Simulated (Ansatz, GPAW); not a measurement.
## Ti: equilibrium volume by level of theory

```cif
data_structure
_symmetry_space_group_name_H-M 'Fm-3m'
_symmetry_Int_Tables_number 225
_cell_length_a 4.0600
_cell_length_b 4.0600
_cell_length_c 4.0600
_cell_angle_alpha 90.000
_cell_angle_beta 90.000
_cell_angle_gamma 90.000
_cell_volume 66.92
loop_
_atom_site_label
_atom_site_type_symbol
_atom_site_symmetry_multiplicity
_atom_site_Wyckoff_symbol
_atom_site_fract_x
_atom_site_fract_y
_atom_site_fract_z
_atom_site_occupancy
Ti1 Ti 4 a 0.00000 0.00000 0.00000 1
```

This isn't the form of Ti at room conditions, which is hcp.

```tsv
rung	level	program and potentials	cutoff (eV)	k mesh	smearing	task	core time	chip	equilibrium volume (Å³/atom)	notes
GGA + dispersion	BLYP+D3(BJ)	Ansatz, Ansatz PAW	420	11 × 11 × 11	fermi-dirac 0.05	relaxation of cell and atoms	3.6 s	Arm Neoverse V2	15.52	potentials made for PBE, which Ansatz adapts in part
GGA + dispersion	BLYP+D4	Ansatz, Ansatz PAW	420	11 × 11 × 11	fermi-dirac 0.05	relaxation of cell and atoms	4.2 s	Arm Neoverse V2	(a)	potentials made for PBE, which Ansatz adapts in part
GGA + dispersion	PBEsol+D4	Ansatz, Ansatz PAW	420	11 × 11 × 11	fermi-dirac 0.05	relaxation of cell and atoms	4.4 s	Arm Neoverse V1	16.49	potentials made for PBE, which Ansatz adapts in part
GGA + dispersion	PBEsol+D3(BJ)	Ansatz, Ansatz PAW	420	11 × 11 × 11	fermi-dirac 0.05	relaxation of cell and atoms	4.5 s	Arm Neoverse V1	15.78	potentials made for PBE, which Ansatz adapts in part
GGA	PBEsol	Ansatz, Ansatz PAW	420	11 × 11 × 11	fermi-dirac 0.05	equation of state	4.7 s	Arm Neoverse V2	16.65	potentials made for PBE, which Ansatz adapts in part
GGA	BLYP	Ansatz, Ansatz PAW	420	11 × 11 × 11	fermi-dirac 0.05	relaxation of cell and atoms	5.7 s	Arm Neoverse V1	17.74	potentials made for PBE, which Ansatz adapts in part
GGA	PBEsol	Ansatz, Ansatz PAW (files of its older set among them)	740	11 × 11 × 11	fermi-dirac 0.05	equation of state	9.4 s	Arm Neoverse V2	16.65	potentials made for PBE, which Ansatz adapts in part
meta-GGA	r2SCAN	Ansatz, Ansatz PAW	500	11 × 11 × 11	fermi-dirac 0.05	equation of state	13 s	Arm Neoverse V2	17.35	potentials made for PBE, which Ansatz adapts in part
GGA	PBEsol	Ansatz, PseudoDojo stringent	1143	11 × 11 × 11	fermi-dirac 0.05	equation of state	13 s	Arm Neoverse V2	16.66	potentials made for PBE
GGA	PBEsol	Ansatz, JTH PAW	1230	11 × 11 × 11	fermi-dirac 0.05	equation of state	22 s	Arm Neoverse V2	(b)	potentials made for PBE
hybrid	PBEsol0	Ansatz, Ansatz PAW	420	6 × 6 × 6	fermi-dirac 0.05	relaxation of cell and atoms	40 s	AMD EPYC 7R13 Zen 3	16.77	coarse mesh; potentials made for PBE, which Ansatz adapts in part
LDA	LDA	GPAW, the program's PAW data sets (release 1.2.1) made for this functional	600	11 × 11 × 11	fermi-dirac 0.05	equation of state	2 min	AMD EPYC 7571	16.07	-
```

Times are single runs on shared hosts and different chips, so they are rough; meshes, cutoffs and the tasks' sizes weigh on the time. All rows: no spin polarisation. Smearing widths are in eV. For a metal such meshes aren't converged. Meshes differ between rows, which moves values too. Meshes are those of the run's cell of 1 atom unless a note names another. Relaxations start from the cell shown or near it and stop with a little pressure left. Runs on faulty files, with rough fits or with known faults for this quantity aren't shown. PBE isn't shown for this crystal. No row holds spin-orbit coupling.

Problem. Estimate the values left out from the other rows.

Solution. (a) 17.15 Å³/atom; (b) 16.69 Å³/atom.
